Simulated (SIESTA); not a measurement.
ZrC under changes of volume

One of the cells (13.437 Å³/atom); the others are scaled copies at fixed shape and fractional positions:

```xyz
4
Lattice="3.4139 0.0000 0.0000 -1.7070 2.9566 0.0000 0.0000 0.0000 5.3251" Properties=species:S:1:pos:R:3 pbc="T T T"
Zr    1.7070    0.9855    3.9938
Zr    0.0000    1.9710    1.3313
C     0.0000    0.0000    2.6625
C     0.0000    0.0000    0.0000
```

The cell comes from a database or a generator and needn't be the stable form of this composition.

| Property | Result |
| --- | --- |
| Program | SIESTA 5.4.2 |
| Functional | PBEsol |
| Potentials or basis | PseudoDojo 0.4 standard (PBEsol files) |
| Basis | DZP (energy shift 0.003 Ry; two zetas on semicore shells) |
| Grid cutoff | 800 Ry |
| Energy shift | 0.003 Ry |
| k mesh | 9 × 9 × 5 |
| Occupations | fermi-dirac, width 0.05 eV |
| Spin | no spin polarisation |

| volume (Å³/atom) | energy over the lowest point (meV/atom) | pressure (GPa) |
| --- | --- | --- |
| 12.383 | ? | ? |
| 12.647 | 1.59 | 3.4 |
| 12.910 | 0.00 | -1.4 |
| 13.437 | 18.58 | -9.6 |
| 13.701 | 37.28 | -13.1 |
| 13.964 | 61.43 | -16.2 |

Question: What does the run at 12.383 Å³/atom give?

Answer: Energy over the lowest point 11.50 meV/atom; pressure 8.8 GPa.

Worked out: A Birch-Murnaghan fit of order 3 (a polynomial in V^(-2/3)) to the other rows has its minimum at 12.83 Å³/atom with B0 = V·E''(V) = 229 GPa and B' = 4.2 at fixed shape and positions, which overstates the stiffness. It gives 11.52 meV/atom at 12.383 Å³/atom, against the run's 11.50, and -dE/dV = 8.7 GPa, against 8.8.

Energies are extrapolated to zero smearing.

Caveats: the basis of atomic orbitals isn't converged, which shifts pressures, moduli and gaps.
